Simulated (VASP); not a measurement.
Crystal: PbO2.

```xyz
6
Lattice="5.2332 0.0000 0.0000 0.0000 5.2332 0.0000 0.0000 0.0000 3.5716" Properties=species:S:1:pos:R:3 pbc="T T T"
Pb    2.6166    2.6166    1.7858
Pb    0.0000    0.0000    0.0000
O     3.6243    3.6243    0.0000
O     4.2254    1.0078    1.7858
O     1.0078    4.2254    1.7858
O     1.6088    1.6088    0.0000
```

The cell is a database's computed one.

The cell isn't the ideal one: volume scaled by 1.15.

```yaml
Program: VASP 6.6.1
Task: relaxation of cell and atoms
Functional: revPBE
Dispersion: dDsC
Potentials_or_basis: VASP PAW PBE potentials, release 54 (Pb_d, O)
Cutoff: 600 eV
k_mesh: 6 × 6 × 8
Occupations: gaussian, width 0.1 eV
Spin: no spin polarisation
```

At the start: pressure -11.2 GPa; volume 16.30 Å³/atom.

Question: Where does the relaxation end?

Answer: Over 9 steps the energy falls by 45.4 meV/atom and the volume is 14.49 Å³/atom (-11.1 %); space group P4_2/mnm (No. 136, to 0.05 Å).

Step by step:
| step | energy change (eV) | largest force (eV/Å) | pressure (GPa) | volume (Å³) |
| --- | --- | --- | --- | --- |
| 1 | 0.0000 | 0.2343 | -11.17 | 97.81 |
| 2 | -0.0566 | 0.3461 | 8.66 | 82.58 |
| 3 | -0.2825 | 0.0315 | -3.84 | 90.05 |
| 4 | -0.2769 | 0.0660 | -0.55 | 87.65 |
| 5 | -0.2724 | 0.0788 | -0.11 | 87.36 |
| 6 | -0.2739 | 0.0267 | -0.07 | 87.20 |
| 7 | -0.2733 | 0.0282 | -0.01 | 87.02 |
| 8 | -0.2730 | 0.0117 | 0.01 | 86.98 |
| 9 | -0.2726 | 0.0012 | 0.03 | 86.96 |

Final structure:
```yaml
crystal:
  lattice:
    - [5.03274, 0.00000, 0.00000]
    - [0.00000, 5.03274, 0.00000]
    - [0.00000, 0.00000, 3.43323]
  atoms:
    - { symbol: Pb, position: [0.50000, 0.50000, 0.50000] }
    - { symbol: Pb, position: [0.00000, 0.00000, 0.00000] }
    - { symbol: O, position: [0.69228, 0.69228, 0.00000] }
    - { symbol: O, position: [0.80772, 0.19228, 0.50000] }
    - { symbol: O, position: [0.19228, 0.80772, 0.50000] }
    - { symbol: O, position: [0.30772, 0.30772, 0.00000] }
```

Caveat: the PAW data sets were made with another functional, which shifts forces and pressure a little.
